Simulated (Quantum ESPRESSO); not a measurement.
A calculation with Quantum ESPRESSO 7.5 of MoS2 (ASE script, structure typed inline):

run.py

```python
import numpy as np
from ase.calculators.espresso import Espresso, EspressoProfile
from ase import Atoms

atoms = Atoms(['Mo', 'S', 'S'],
              cell=[[3.2274645616, 0.0, 0.0], [-1.6137322808, 2.7950663001, 0.0], [0.0, 0.0, 6.31247342]],
              scaled_positions=[[0.0, 0.0, 0.5], [0.6666666667, 0.3333333333, 0.74468068], [0.3333333333, 0.6666666667, 0.25531932]],
              pbc=True)

input_data = {
    'control': {'calculation': 'scf', 'prefix': 'pwscf', 'outdir': './tmp', 'tprnfor': True, 'tstress': True, 'disk_io': 'nowf'},
    'system': {'ecutwfc': 60.0, 'ecutrho': 440.0, 'nbnd': 20, 'occupations': 'smearing', 'smearing': 'fd', 'degauss': 0.00367493},
    'electrons': {'conv_thr': 6e-10, 'electron_maxstep': 120, 'mixing_beta': 0.5},
}
pseudopotentials = {'Mo': 'Mo_ONCV_PBE-1.0.oncvpsp.upf', 'S': 's_pbe_v1.4.uspp.F.UPF'}
profile = EspressoProfile(command='pw.x', pseudo_dir='pseudo')
dft = Espresso(profile=profile, input_data=input_data, pseudopotentials=pseudopotentials, kpts=(9, 9, 4), koffset=(0, 0, 0))
atoms.calc = dft

print(f'energy {atoms.get_potential_energy():.8f} eV')
print('forces (eV/A)')
print(np.round(atoms.get_forces(), 6))
print('stress (eV/A^3, Voigt)')
print(np.round(atoms.get_stress(), 8))
print(f'Fermi level {dft.get_fermi_level():.4f} eV')
```

Potentials or basis: SSSP 1.3 efficiency PBE.

The run is started by

```bash
$ OMP_NUM_THREADS=1 python run.py
```

Measurements of this composition are mostly on another form, of space group No. 194.

**Question.** Write the same calculation in another form: native input, structure typed inline.

**Answer.** As run:

File pw.in:

```
&CONTROL
  calculation = 'scf'
  prefix = 'pwscf'
  outdir = './tmp'
  pseudo_dir = './pseudo'
  tprnfor = .true.
  tstress = .true.
  disk_io = 'nowf'
/
&SYSTEM
  ibrav = 0
  nat = 3
  ntyp = 2
  ecutwfc = 60
  ecutrho = 440
  nbnd = 20
  occupations = 'smearing'
  smearing = 'fd'
  degauss = 0.00367493
/
&ELECTRONS
  conv_thr = 6d-10
  electron_maxstep = 120
  mixing_beta = 0.5
/
ATOMIC_SPECIES
Mo    95.9500 Mo_ONCV_PBE-1.0.oncvpsp.upf
S     32.0600 s_pbe_v1.4.uspp.F.UPF
CELL_PARAMETERS angstrom
   3.2274645616    0.0000000000    0.0000000000
  -1.6137322808    2.7950663001    0.0000000000
   0.0000000000    0.0000000000    6.3124734200
ATOMIC_POSITIONS crystal
Mo     0.0000000000    0.0000000000    0.5000000000
S      0.6666666667    0.3333333333    0.7446806800
S      0.3333333333    0.6666666667    0.2553193200
K_POINTS automatic
9 9 4 0 0 0
```

Potentials or basis: SSSP 1.3 efficiency PBE.

Command:

```console
$ OMP_NUM_THREADS=1 pw.x -in pw.in > pw.out
```

Both were run:

|  | ASE script, structure typed inline | native input, structure typed inline |
| --- | --- | --- |
| Pressure | 1.0 GPa | 1.0 GPa |
| Largest force | 0.291 eV/Å | 0.291 eV/Å |
| Band gap on the k mesh | none (metal or under the smearing width) | none (metal or under the smearing width) |

Keys that steer only the numerical path or the files written may differ.

Caveat: this functional lacks dispersion, which binds the layers, so the pressure and a relaxed spacing across them are unreliable.
